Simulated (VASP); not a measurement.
Input of a VASP 6.6.1 run:

INCAR

```
SYSTEM = NbN
PREC = Accurate
ENCUT = 600
EDIFF = 1E-7
ISMEAR = 1
SIGMA = 0.1
LREAL = .False.
LASPH = .True.
NELM = 120
ALGO = Normal
ISIF = 3
LWAVE = .False.
LCHARG = .False.
GGA = PS
IBRION = 2
NSW = 60
EDIFFG = -0.005
```

KPOINTS

```
regular mesh
0
Gamma
  16 16 16
  0 0 0
```

File POSCAR:

```
NbN
1.0
    0.0000000000      2.1950000000      2.1950000000
    2.1950000000      0.0000000000      2.1950000000
    2.1950000000      2.1950000000      0.0000000000
Nb N
1 1
Direct
    0.0000000000      0.0000000000      0.0000000000
    0.5000000000      0.5000000000      0.5000000000
```

Potentials or basis: VASP PAW PBE potentials, release 64 (Nb_sv, N).

Launch:

```bash
$ cat potpaw_PBE.64/Nb_sv/POTCAR potpaw_PBE.64/N/POTCAR > POTCAR
$ mpirun -np 1 vasp_std > vasp.out
```

(1) Predict the relaxed volume.

(2) Predict the relaxed cell.

Answers

(1) 10.49 Å³/atom.

(2) a = 3.095 Å, b = 3.095 Å, c = 3.095 Å, α = 60.00°, β = 60.00°, γ = 60.00°.

Caveat: the PAW data sets were made with another functional, which shifts forces and pressure a little.
